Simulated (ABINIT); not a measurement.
## CaSe in ABINIT: the effect of potentials

CaSe:

```
Se Ca
1.0
     0.00000    2.95600    2.95600
     2.95600    0.00000    2.95600
     2.95600    2.95600    0.00000
Se Ca
1 1
Cartesian
  2.9560 2.9560 2.9560
  0.0000 0.0000 0.0000
```

Alike in all runs:

- Program: ABINIT 10.8.3 (patched build)
- Task: band structure
- Functional: r2SCAN
- k mesh: 6 × 6 × 6
- Occupations: fermi-dirac, width 0.05 eV
- Spin: no spin polarisation

```tsv
potentials	cutoff	gap on the mesh (eV)	pressure (GPa)
Ansatz PAW PBE default generated set, frozen core	490 eV	2.49	0.6
JTH PAW PBE v2.0	626 eV	2.48	0.5
Ansatz NC r2SCAN	1497 eV	2.49	0.6
SG15 NC PBE v1.2	707 eV	2.48	0.9
PseudoDojo NC SR PBE v0.4.1 standard	1415 eV	?	?
```

Problem. What does the run with potentials PseudoDojo NC SR PBE v0.4.1 standard give?

Solution. gap on the mesh 2.60 eV; pressure 0.1 GPa.

Caveats: the PAW data sets were made with another functional, which shifts forces and pressure a little (some runs); the potentials were made for another functional, which shifts forces and pressure (some runs); a meta-GGA on potentials with a model core is unreliable (some runs).

The runs don't all hold the same shells in valence.
